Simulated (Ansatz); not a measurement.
# A series in volume scale on C

Results calculated with Ansatz 0.2.0, not measured. Free energy against uniform scaling of the volume at fixed shape and fractions; periodic cell, basis, potentials, k mesh and filling as listed.

The cell before it is scaled or strained (space group C2/m, No. 12):
```
CELL_PARAMETERS angstrom
2.12730 -1.22830 0.00000
2.12730 1.22830 0.00000
-1.37910 0.00000 3.50280
ATOMIC_POSITIONS crystal
C 0.83336 0.83336 0.00009
C 0.16664 0.16664 0.99991
```

Settings of every row: functional LDA; dispersion none; potentials PAW; wave cutoff 462.59 eV; density cutoff 1850.4 eV; k mesh 14x14x8; k shift 0x0x0; occupations fermi dirac; smearing width 0.1 eV; spin none.

Limits: a layered crystal: even scaling strains the bonds within the layers, so this curve is stiffer than the crystal under pressure; the cell comes from a prototype or a list of computed structures and needn't be the stable phase.

```csv
row,volume scale,V (Å³/atom),energy above lowest point (meV/atom),pressure (GPa)
1,0.9,8.237,66.1,29.51
2,0.925,8.466,31.2,19.59
3,0.95,8.695,9.7,10.76
4,0.975,8.924,0,2.91
5,1,9.153,0.9,-4.1
6,1.025,9.382,11.3,-10.34
7,1.05,9.61,?,?
8,1.075,9.839,56.5,-20.86
9,1.1,10.068,89.5,-25.28
```

Question: what energy above lowest point and pressure should row 7 give?

Worked fit of energy above lowest point. Take u = (V_r/V)^(2/3) − 1 with V_r = 9.0385 Å³ an atom, which is twice the finite (Eulerian) strain; such expansions in the strain, on which the Birch-Murnaghan equation of state is built, carry the rest volume and the bulk modulus. The shown rows have u = 0.06386, 0.04459, 0.02617, 0.00854, -0.00836, -0.02456, -0.055, -0.06939. Least squares give energy above lowest point = −0.79 − 58.3 × u + 17605 × u² − 4523 × u³ meV/atom; a parabola predicts inner rows, each left out in turn, worse (root mean square 0.33 against 0.065 meV/atom). The rows lie off it by 0.0, 0.0, 0.0, 0.0, 0.0, 0.0, 0.1, 0.0. Its lowest point lies at u = 0.0017, or V = 9.016 Å³ an atom, and the curvature there gives the bulk modulus at fixed shape and fractions, B = (4/9)(1 + u)² E″(u)/V = 279 GPa. Letting shape and atoms relax would as a rule lower it, by much in layered, chain or molecular crystals. The withheld row has u = -0.04005, so the fit gives −0.79 − 58.3 × (-0.04005) + 17605 × (-0.04005)² − 4523 × (-0.04005)³ = 30.1 meV/atom.

The calculation gave 30.2 meV/atom. The fit lies 0.1 meV/atom (0.11 % of the column's range) below it, one unit of the last digit.

Worked fit of pressure. Take u = (V_r/V)^(2/3) − 1 with V_r = 9.0385 Å³ an atom, which is twice the finite (Eulerian) strain; such expansions in the strain, on which the Birch-Murnaghan equation of state is built, carry the rest volume and the bulk modulus. The shown rows have u = 0.06386, 0.04459, 0.02617, 0.00854, -0.00836, -0.02456, -0.055, -0.06939. Least squares give pressure = −0.698 + 414.39 × u + 893.1 × u² + 392 × u³ GPa; a parabola predicts inner rows, each left out in turn, worse (root mean square 0.028 against 0.0065 GPa). The rows lie off it by 0.00, 0.00, -0.01, 0.00, 0.00, 0.00, -0.01, 0.00. The pressure vanishes at u = 0.0017, or V = 9.016 Å³ an atom, and there the bulk modulus at fixed shape and fractions is B = −V dP/dV = (2/3)(1 + u) dP/du = 279 GPa. Letting shape and atoms relax would as a rule lower it, by much in layered, chain or molecular crystals. The withheld row has u = -0.04005, so the fit gives −0.698 + 414.39 × (-0.04005) + 893.1 × (-0.04005)² + 392 × (-0.04005)³ = -15.89 GPa.

The calculation gave -15.9 GPa. The fit lies 0.01 GPa (0.018 % of the column's range) above it, one unit of the last digit.
